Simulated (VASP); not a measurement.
# PbSe (Fm-3m) in VASP: a series of runs

Runs on PbSe. Level: PBE+D3(BJ). Tasks: single point.

All numbers are computed with VASP 6.6.1; they aren't measurements. Logs are shortened: lines on timing, memory, paths and dates and some standing lists are left out, and cuts for length are marked.

**What was measured.**

From a printed reference work, monograph, for a bulk crystal of PbSe at 300 K: band gap 0.28 eV (direct).

How close the calculation comes is told below.

## (1) The cell of the first run

It takes space group Fm-3m (No. 225, cubic). The conventional cell has a = 6.134 Å, b = 6.134 Å, c = 6.134 Å, α = 90.00°, β = 90.00°, γ = 90.00°. Within 4.0 Å of Pb (site symmetry m-3m) lie 6 Se at 3.07 Å. Se (site symmetry m-3m) has 6 Pb at 3.07 Å within 4.0 Å.

## (2) Single point, PBE+D3(BJ)

INCAR

```
SYSTEM = PbSe
ALGO = Normal
EDIFF = 1E-7
ENCUT = 520
GGA = PE
ISIF = 2
ISMEAR = 0
IVDW = 12
LASPH = .True.
LCHARG = .False.
LREAL = .False.
LWAVE = .False.
NBANDS = 17
NELM = 80
PREC = Accurate
SIGMA = 0.01
```

KPOINTS

```
k-points
0
Gamma
  10 10 10
  0 0 0
```

POSCAR

```
PbSe
1.0
    0.0000000000      3.0671009925      3.0671009925
    3.0671009925      0.0000000000      3.0671009925
    3.0671009925      3.0671009925      0.0000000000
Pb Se
1 1
Direct
    0.0000000000      0.0000000000      0.0000000000
    0.5000000000      0.5000000000      0.5000000000
```

Potentials or basis: VASP PAW PBE potentials, release 64 (Pb_d, Se).

Run with:

```bash
$ cat potpaw_PBE.64/Pb_d/POTCAR potpaw_PBE.64/Se/POTCAR > POTCAR
$ mpirun -np 1 vasp_std > vasp.out
```

OUTCAR:

```text
SYSTEM = PbSe
   EDIFF = 1E-7
   ENCUT = 520
   GGA = PE
   ISIF = 2
   ISMEAR = 0
   IVDW = 12
   LASPH = .True.
   LREAL = .False.
   NELM = 80
   PREC = Accurate
 IVDW          = 12

 ion  position               nearest neighbor table
   1  0.000  0.000  0.000-   2 3.07   2 3.07   2 3.07   2 3.07   2 3.07   2 3.07
   2  0.500  0.500  0.500-   1 3.07   1 3.07   1 3.07   1 3.07   1 3.07   1 3.07

  LATTYP: Found a face centered cubic cell.
 ALAT       =     6.1342019850

  Lattice vectors:

 A1 = (   0.0000000000,   3.0671009925,   3.0671009925)
 A2 = (   3.0671009925,   0.0000000000,   3.0671009925)
 A3 = (   3.0671009925,   3.0671009925,   0.0000000000)

Analysis of symmetry for initial positions (statically):
=====================================================================
 Subroutine PRICEL returns:
 Original cell was already a primitive cell.

 Routine SETGRP: Setting up the symmetry group for a
 face centered cubic supercell.

 Subroutine GETGRP returns: Found 48 space group operations
 (whereof 48 operations were pure point group operations)
 out of a pool of 48 trial point group operations.

The static configuration has the point symmetry O_h .

Analysis of symmetry for dynamics (positions and initial velocities):
=====================================================================
 Subroutine PRICEL returns:
 Original cell was already a primitive cell.

 Routine SETGRP: Setting up the symmetry group for a
 face centered cubic supercell.

 Subroutine GETGRP returns: Found 48 space group operations
 (whereof 48 operations were pure point group operations)
 out of a pool of 48 trial point group operations.

The dynamic configuration has the point symmetry O_h .

 Subroutine INISYM returns: Found 48 space group operations
 (whereof 48 operations are pure point group operations),
 and found     1 'primitive' translations

----------------------------------------------------------------------------------------

                                     Primitive cell

  volume of cell :      57.7051

  direct lattice vectors                    reciprocal lattice vectors
     0.000000000  3.067100992  3.067100992    -0.163020390  0.163020390  0.163020390
     3.067100992  0.000000000  3.067100992     0.163020390 -0.163020390  0.163020390
     3.067100992  3.067100992  0.000000000     0.163020390  0.163020390 -0.163020390

  length of vectors
     4.337535821  4.337535821  4.337535821     0.282359598  0.282359598  0.282359598

  position of ions in fractional coordinates (direct lattice)
     0.000000000  0.000000000  0.000000000
     0.500000000  0.500000000  0.500000000

  ion indices of the primitive-cell ions
   primitive index   ion index
                 1           1
                 2           2

----------------------------------------------------------------------------------------

 KPOINTS: k-points

Automatic generation of k-mesh.
 Grid dimensions read from file:
 generate k-points for:   10   10   10

 Generating k-lattice:

  Cartesian coordinates                     Fractional coordinates (reciprocal lattice)
    -0.016302039  0.016302039  0.016302039     0.100000000  0.000000000  0.000000000
     0.016302039 -0.016302039  0.016302039     0.000000000  0.100000000  0.000000000
     0.016302039  0.016302039 -0.016302039     0.000000000  0.000000000  0.100000000

  Length of vectors
     0.028235960  0.028235960  0.028235960

  Shift w.r.t. Gamma in fractional coordinates (k-lattice)
     0.000000000  0.000000000  0.000000000

 Subroutine IBZKPT returns following result:
 ===========================================

 Found     47 irreducible k-points:

 Following reciprocal coordinates:
            Coordinates               Weight
  0.000000  0.000000  0.000000      1.000000
  0.100000  0.000000  0.000000      8.000000
  0.200000  0.000000  0.000000      8.000000
  0.300000  0.000000  0.000000      8.000000
  0.400000  0.000000  0.000000      8.000000
  0.500000  0.000000  0.000000      4.000000
[... 16 lines left out ...]
  0.300000  0.300000  0.000000      6.000000
  0.400000  0.300000  0.000000     24.000000
 [... further k-points ...]
   k-points           NKPTS =     47   k-points in BZ     NKDIM =     47   number of bands    NBANDS=     17
   number of dos      NEDOS =    301   number of ions     NIONS =      2
   total plane-waves  NPLWV =  32768
   dimension x,y,z NGX =    32 NGY =   32 NGZ =   32
   dimension x,y,z NGXF=    64 NGYF=   64 NGZF=   64
   ions per type =               1   1
   NGX,Y,Z   is equivalent  to a cutoff of  12.26, 12.26, 12.26 a.u.
   NGXF,Y,Z  is equivalent  to a cutoff of  24.53, 24.53, 24.53 a.u.
 SYSTEM =  PbSe
   PREC   = accura    normal or accurate (medium, high low for compatibility)
   ISTART =      0    job   : 0-new  1-cont  2-samecut
   ICHARG =      2    charge: 1-file 2-atom 10-const
   ISPIN  =      1    spin polarized calculation?
   LNONCOLLINEAR =      F non collinear calculations
   LSORBIT =      F    spin-orbit coupling
   LASPH  =      T    aspherical Exc in radial PAW
   ENCUT  =  520.0 eV  38.22 Ry    6.18 a.u.   8.06  8.06  8.06*2*pi/ulx,y,z
   NELM   =     80;   NELMIN=  2; NELMDL= -5     # of ELM steps
   EDIFF  = 0.1E-06   stopping-criterion for ELM
   LREAL  =      F    real-space projection
   EDIFFG = 0.1E-05   stopping-criterion for IOM
   NSW    =      0    number of steps for IOM
   IBRION =     -1    ionic relax: 0-MD 1-quasi-New 2-CG
   NFREE  =      0    steps in history (QN), initial steepest desc. (CG)
   ISIF   =      2    stress and relaxation
   ISYM   =      2    0-nonsym 1-usesym 2-fastsym
   POTIM  = 0.5000    time-step for ionic-motion
   TEBEG  =    0.0;   TEEND  =   0.0 temperature during run
   PSTRESS=    0.0 pullay stress
   NELECT =      20.0000    total number of electrons
   NUPDOWN=      -1.0000    fix difference up-down
   EMIN   =  10.00;   EMAX   =-10.00  energy-range for DOS
   EFERMI =   0.00;   METHOD = LEGACY
   ISMEAR =     0;   SIGMA  =   0.01  broadening in eV -4-tet -1-fermi 0-gaus
   EFERMI_NEDOS =   21; number of points for ismear=-14 and -15
   IALGO  =     38    algorithm
   IMIX   =      4    mixing-type and parameters
     AMIX     =   0.40;   BMIX     =  1.00
     AMIX_MAG =   1.60;   BMIX_MAG =  1.00
  volume/ion in A,a.u.               =      28.85       194.71
  Fermi-wavevector in a.u.,A,eV,Ry     =   1.149953  2.173096 17.992234  1.322392
  Thomas-Fermi vector in A             =   2.286620
   LORBIT       =      0    0 simple, 1 ext, 2 COOP (PROOUT), +10 PAW based schemes
   GGA     = PE    functional components
   LHFCALC =     F    Hartree Fock is set to
   AEXX    =    0.0000 exact exchange contribution
   IVDW    =    12    specifies the selected vdW correction
   LEPSILON=     F    determine dielectric tensor
   LRPA    =     F    only Hartree local field effects (RPA)
 non-spin polarized calculation
 Gauss-broadening in eV      SIGMA  =   0.01
  energy-cutoff  :      520.00
  volume of cell :       57.71
 maximum number of plane-waves:      1588
   NGX = 17   NGY = 17   NGZ = 17

 number of electron      19.9999998 magnetization

 Free energy of the ion-electron system (eV)
  ---------------------------------------------------
  ext. energy  EPLUGINS =         0.00000000
  ---------------------------------------------------
  free energy    TOTEN  =        -8.18274210 eV

  energy without entropy =       -8.18274210  energy(sigma->0) =       -8.18274210

 E-fermi :   5.1263     XC(G=0):  -9.5007

 val. band max:        4.9868479419   @ k =   0.5000   0.0000   0.0000
 cond. band min:       5.2988995372   @ k =   0.5000   0.0000   0.0000
 fundamental gap:      0.3120515953
 Fermi energy:         5.1263208151

 k-point     1 :       0.0000    0.0000    0.0000
  band No.  band energies     occupation
      1     -11.8356      2.00000
      2     -11.8356      2.00000
      3     -11.8356      2.00000
      4     -11.8313      2.00000
      5     -11.8313      2.00000
      6      -8.5489      2.00000
[... 9 lines left out ...]
     16      11.5209      0.00000
     17      13.1849      0.00000

 k-point     2 :       0.1000    0.0000    0.0000
  band No.  band energies     occupation
      1     -11.8353      2.00000
      2     -11.8352      2.00000
      3     -11.8352      2.00000
      4     -11.8311      2.00000
      5     -11.8311      2.00000
      6      -8.4735      2.00000
[... 9 lines left out ...]
     16      11.7472      0.00000
     17      13.9582      0.00000

 k-point     3 :       0.2000    0.0000    0.0000
  band No.  band energies     occupation
      1     -11.8404      2.00000
      2     -11.8404      2.00000
      3     -11.8344      2.00000
      4     -11.8237      2.00000
      5     -11.8237      2.00000
      6      -8.2588      2.00000
[... 9 lines left out ...]
     16      12.3215      0.00000
     17      15.3900      0.00000

 k-point     4 :       0.3000    0.0000    0.0000
  band No.  band energies     occupation
      1     -11.8476      2.00000
      2     -11.8476      2.00000
      3     -11.8335      2.00000
      4     -11.8139      2.00000
      5     -11.8139      2.00000
      6      -7.9474      2.00000
[... 9 lines left out ...]
     16      13.1939      0.00000
     17      16.7447      0.00000
[... 343 lines left out ...]
      1     -11.8536      2.00000
      2     -11.8459      2.00000
      3     -11.8307      2.00000
      4     -11.8197      2.00000
      5     -11.8127      2.00000
      6      -7.8351      2.00000
[... 9 lines left out ...]
     16      14.5184      0.00000
     17      15.1396      0.00000

 k-point    23 :       0.3000    0.3000    0.0000
  band No.  band energies     occupation
      1     -11.8986      2.00000
      2     -11.8472      2.00000
      3     -11.8192      2.00000
      4     -11.8078      2.00000
      5     -11.8078      2.00000
      6      -7.7239      2.00000
[... 9 lines left out ...]
     16      15.0153      0.00000
     17      15.5241      0.00000

 k-point    24 :       0.4000    0.3000    0.0000
  band No.  band energies     occupation
      1     -11.9151      2.00000
      2     -11.8471      2.00000
      3     -11.8206      2.00000
      4     -11.8031      2.00000
      5     -11.8005      2.00000
      6      -7.4811      2.00000
[... 9 lines left out ...]
     16      15.7095      0.00000
     17      16.4486      0.00000

 [... further k-points ...]

------------------------ aborting loop because EDIFF is reached ----------------------------------------

 Edisp (eV)   -0.73183

 E8    (eV) :    -0.3415

  FORCE on cell =-STRESS in cart. coord.  units (eV):
  Direction    XX          YY          ZZ          XY          YZ          ZX
  --------------------------------------------------------------------------------------
  -------------------------------------------------------------------------------------
  Total      -0.00558    -0.00558    -0.00558     0.00000     0.00000    -0.00000
  in kB      -0.15481    -0.15481    -0.15481     0.00000     0.00000    -0.00000
  external pressure =       -0.15 kB  Pullay stress =        0.00 kB

 VOLUME and BASIS-vectors are now :
 -----------------------------------------------------------------------------
  energy-cutoff  :      520.00
  volume of cell :       57.71
      direct lattice vectors                 reciprocal lattice vectors
     0.000000000  3.067100992  3.067100992    -0.163020390  0.163020390  0.163020390
     3.067100992  0.000000000  3.067100992     0.163020390 -0.163020390  0.163020390
     3.067100992  3.067100992  0.000000000     0.163020390  0.163020390 -0.163020390

 POSITION                                       TOTAL-FORCE (eV/Angst)
 -----------------------------------------------------------------------------------
      0.00000      0.00000      0.00000         0.000000      0.000000     -0.000000
      3.06710      3.06710      3.06710         0.000000      0.000000      0.000000
 -----------------------------------------------------------------------------------
    total drift:                                0.000000     -0.000000     -0.000000

  FREE ENERGIE OF THE ION-ELECTRON SYSTEM (eV)
  ---------------------------------------------------
  free  energy   TOTEN  =        -8.9145754141 eV

  energy  without entropy=       -8.9145754141  energy(sigma->0) =       -8.91457541
```

Run time: 33 s. Hardware: 1 thread of AMD EPYC 7R13 (Zen 3), shared host; peak memory 0.18 GiB.

Results:

```
Free energy                : -8.9146 eV
Pressure                   : 0.0 GPa
Band gap on the k mesh     : 0.31 eV, direct
Dispersion energy per atom : -0.366 eV
```

Caveat: spin-orbit coupling is left out, which moves the levels of the heavy elements.

## (3) Single point, PBE+D3(BJ) (volume scaled by 0.88)

INCAR

```
  PREC = Accurate
  ENCUT = 520
  EDIFF = 1E-6
  ISMEAR = 0
  SIGMA = 0.01
  LREAL = False
  LASPH = True
  NELM = 60
  ALGO = Normal
  ISIF = 2
  LWAVE = False
  LCHARG = False
  GGA = PE
  IVDW = 12
  NBANDS = 17
```

KPOINTS

```
regular mesh
0
Gamma
  10 10 10
```

POSCAR

```
PbSe
1.0
    0.0000000000      2.9391537198      2.9391537198
    2.9391537198      0.0000000000      2.9391537198
    2.9391537198      2.9391537198      0.0000000000
Pb Se
1 1
Direct
    0.0000000000      0.0000000000      0.0000000000
    0.5000000000      0.5000000000      0.5000000000
```

Potentials or basis: VASP PAW PBE potentials, release 64 (Pb_d, Se).

Run with:

```bash
$ cat potpaw_PBE.64/Pb_d/POTCAR potpaw_PBE.64/Se/POTCAR > POTCAR
$ mpirun -np 1 vasp_std > vasp.out
```

Run time: 32 s. Hardware: 1 thread of Intel Xeon Platinum 8259CL at 2.50GHz (Skylake/Cascade Lake), shared host; peak memory 0.21 GiB.

Results (log left out):

| Item | Value |
| --- | --- |
| Free energy | -8.7462 eV |
| Pressure | 8.6 GPa |
| Band gap on the k mesh | 0.19 eV, direct |
| Dispersion energy per atom | -0.417 eV |

Levels at points of the mesh, in eV from the valence-band top:
```csv
k point,band 7,band 8,band 9,band 10,band 11,band 12,band 13,band 14
"(0.00, 0.00, 0.00)",-6.05,-2.43,-2.43,-2.43,5.01,5.01,5.01,6.26
"(0.50, 0.00, 0.00)",-9.55,-1.92,-1.92,0.00,0.19,1.43,1.43,8.73
"(0.50, 0.50, 0.00)",-7.59,-6.04,-4.01,-4.01,3.18,6.13,6.13,6.62
```

Caveat: spin-orbit coupling is left out, which moves the levels of the heavy elements. A k mesh can miss the band edges.

## (4) Single point, PBE+D3(BJ) (volume scaled by 0.91)

INCAR

```
SYSTEM = PbSe
PREC = Accurate ; ENCUT = 520
EDIFF = 1E-7 ; ISMEAR = 0
SIGMA = 0.01 ; LREAL = .FALSE.
LASPH = .TRUE. ; NELM = 100
ALGO = Normal ; ISIF = 2
LWAVE = .FALSE. ; LCHARG = .TRUE.
GGA = PE ; IVDW = 12
LELF = .TRUE. ; LVHAR = .TRUE.
NBANDS = 17
```

KPOINTS

```
regular mesh
0
G
  10 10 10
  0 0 0
```

POSCAR

```
PbSe
1.0
    0.0000000000      2.9721806832      2.9721806832
    2.9721806832      0.0000000000      2.9721806832
    2.9721806832      2.9721806832      0.0000000000
Pb Se
1 1
Direct
    0.0000000000      0.0000000000      0.0000000000
    0.5000000000      0.5000000000      0.5000000000
```

Run with:

```bash
$ cat potpaw_PBE.64/Pb_d/POTCAR potpaw_PBE.64/Se/POTCAR > POTCAR
$ mpirun -np 1 vasp_std > vasp.out
```

Run time: 47 s. Hardware: 1 thread of Intel Xeon Platinum 8259CL at 2.50GHz (Skylake/Cascade Lake), shared host; peak memory 0.21 GiB.

It converged, with:

- Free energy: -8.8246 eV
- Pressure: 5.9 GPa
- Band gap on the k mesh: 0.04 eV, direct
- Dispersion energy per atom: -0.403 eV

Levels at points of the mesh, in eV from the valence-band top:
| k point | band 8 | band 9 | band 10 | band 11 | band 12 | band 13 |
| --- | --- | --- | --- | --- | --- | --- |
| (0.00, 0.00, 0.00) | -2.36 | -2.36 | -2.36 | 4.85 | 4.85 | 4.85 |
| (0.50, 0.00, 0.00) | -1.88 | -1.88 | 0.00 | 0.04 | 1.43 | 1.43 |
| (0.50, 0.50, 0.00) | -5.82 | -3.88 | -3.88 | 3.24 | 5.90 | 5.90 |

Caveat: spin-orbit coupling is left out, which moves the levels of the heavy elements. A k mesh can miss the band edges.

[end of part 1 of 2]
